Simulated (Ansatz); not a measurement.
Pb in Ansatz: the effect of functional

Crystal: Pb.

```xyz
1
Lattice="0.0000 2.4245 2.4245 2.4245 0.0000 2.4245 2.4245 2.4245 0.0000" Properties=species:S:1:pos:R:3 pbc="T T T"
Pb    0.0000    0.0000    0.0000
```

The cell isn't the ideal one: volume scaled by 0.94.

Alike in all runs:

- Program: Ansatz 0.2.0
- Task: single point
- Potentials or basis: Ansatz PAW
- k mesh: 9 × 9 × 9
- Occupations: fermi-dirac, width 0.05 eV
- Spin: no spin polarisation

Task: One run gave: pressure 6.0 GPa. Which functional did it use?
A. PBE
B. LDA
C. r2SCAN

Result: A.

```csv
functional,cutoff,pressure (GPa)
LDA,420 eV (not typed: the program's choice for these potentials),1.0
r2SCAN,500 eV (not typed: the program's choice for these potentials),4.8
PBE,420 eV (not typed: the program's choice for these potentials),6.0
```

Caveats: the PAW data sets come from PBE, with cores solved anew for the run's functional, which leaves a small shift of forces and pressure (some runs).
